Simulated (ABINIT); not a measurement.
Set up this calculation in ABINIT 10.8.3 (patched build), as the native input.

| Property | Result |
| --- | --- |
| Task | band structure |
| Functional | BP86 |
| Potentials or basis | JTH PAW PBE v2.0 |
| Cutoff | 463 eV |
| k mesh | 8 × 8 × 8 |
| Occupations | fermi-dirac, width 0.05 eV |
| Spin | no spin polarisation |
| Fine-grid cutoff | 925.187 eV |
| Exchange and correlation inside the PAW spheres | full angular mesh (pawxcdev 0, this build's default; the released program takes 1) |

Crystal: GaAs.

```
CELL_PARAMETERS angstrom
0.00000 2.82685 2.82685
2.82685 0.00000 2.82685
2.82685 2.82685 0.00000
ATOMIC_POSITIONS crystal
As 0.75000 0.75000 0.75000
Ga 0.00000 0.00000 0.00000
```

One way to write it, as run:

run.abi

```
# Datasets: ground state, then fixed potential
ndtset 2

# Pseudopotentials
pp_dirpath "./"
pseudos "As.GGA_PBE-JTH.xml, Ga.GGA_PBE-JTH.xml"

# Structure
acell 3.9977696088 3.9977696088 3.9977696088 Angstrom
rprim
     0.0000000000     0.7071067812     0.7071067812
     0.7071067812     0.0000000000     0.7071067812
     0.7071067812     0.7071067812     0.0000000000
ntypat 2
znucl 33 31
natom 2
typat 1 2
xred
     0.7500000000     0.7500000000     0.7500000000
     0.0000000000     0.0000000000     0.0000000000

# Plane-wave basis
ecut 17.0
pawecutdg 34.0

# Exchange and correlation
ixc -106132

# Bands and occupations
occopt 3
tsmear 0.00183747

# SCF cycle
nstep 100

# Output
iomode 3
prtwf 0
prteig 0
prtebands 0
prtden1 1

# Dataset 1
kptopt1 1
ngkpt1 8 8 8
nshiftk1 1
shiftk1 0.0 0.0 0.0
nband1 18
tolvrs1 1.0e-9

# Dataset 2: bands along G-X-W-K-G-L-U-W-L-K
iscf2 -2
getden2 1
nband2 22
nbdbuf2 2
tolwfr2 1.0e-12
kptopt2 -9
ndivsm2 8
prteig2 1
kptbounds2
     0.0000000000     0.0000000000     0.0000000000
     0.5000000000     0.0000000000     0.5000000000
     0.5000000000     0.2500000000     0.7500000000
     0.3750000000     0.3750000000     0.7500000000
     0.0000000000     0.0000000000     0.0000000000
     0.5000000000     0.5000000000     0.5000000000
     0.6250000000     0.2500000000     0.6250000000
     0.5000000000     0.2500000000     0.7500000000
     0.5000000000     0.5000000000     0.5000000000
     0.3750000000     0.3750000000     0.7500000000
```

Potentials or basis: JTH PAW PBE v2.0.

Command:

```sh
$ abinit run.abi > log 2>&1
```

Results of the run:

```yaml
Pressure: 3.4 GPa
Band_gap_on_the_k_mesh: 0.42 eV, direct
Band_gap_along_the_path: 0.42 eV, direct
Valence_electrons_inside_the_program's_atomic_spheres: As 12.74; Ga 11.09
```

Caveat: the PAW data sets were made with another functional, which shifts forces and pressure a little.

Wall time 88 s on 1 thread of Arm Neoverse V1 (shared host), peak memory 0.14 GiB.
